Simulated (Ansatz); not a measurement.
# BaTiO₃ — 17O NMR of the central transition

Cell: a diffraction structure from the COD, its atoms then relaxed with PBE in this cell.

```
CELL_PARAMETERS angstrom
4.00600 0.00000 0.00000
0.00000 4.00600 0.00000
0.00000 0.00000 4.00600
ATOMIC_POSITIONS crystal
Ba 0.50000 0.50000 0.50000
Ti 0.00000 0.00000 0.00000
O 0.50000 0.00000 0.00000
O 0.00000 0.50000 0.00000
O 0.00000 0.00000 0.50000
```

Atom numbers follow the list; atoms alike are taken as one site, whose name carries the number of the first.

Computed with Ansatz: DFT, PBE, plane waves and PAW, with spin–orbit coupling, 420 eV cutoff, Γ-centred 8×8×8 k-points, Fermi–Dirac smearing 0.02 eV.

17O has I = 5/2 and Q = -25.58 mb (Pyykkö 2018); at 7.05 T its Larmor frequency is ν₀ = 40.7 MHz. Only the quadrupole interaction is simulated: positions count from each site's isotropic chemical shift, and J coupling is left out, as are shift anisotropy and dipolar coupling, which fast spinning averages.

Task: What does the 17O spectrum (fast magic-angle spinning) show for each site?

Result: 

```tsv
site	first shell	C_Q (MHz)	η	P_Q (MHz)	δ_QIS (ppm)	breadth (kHz)
O	2 Ti at 2.00 Å, angle 180°; also 4 Ba at 2.83 Å	-1.60	0.00	1.60	-9.32	0.813
```

δ_QIS = −(ν_Q²/30ν₀²)[I(I+1) − 3/4](1 + η²/3) × 10⁶ ppm with ν_Q = 3|C_Q|/[2I(2I−1)]; it falls as 1/B₀² in ppm, and the breadth as 1/B₀ in kHz.

An axis of threefold or higher order runs through O, so V_zz lies along it and η is zero.

This high-symmetry form of BaTiO3 is unstable when cold, to polar off-centring of Ti. The symmetry of the cell holds that distortion back, wholly or in part, and it would change the field gradients, the more the larger the distortion.

Hardware: 1 thread of Arm Neoverse V1 (aarch64; 8 cores open to the job, memory cap 3.0 GiB, no GPU), a shared host with a load of 0.7 a core. Wall time 38 s, CPU time 38 s, peak memory 0.78 GiB.
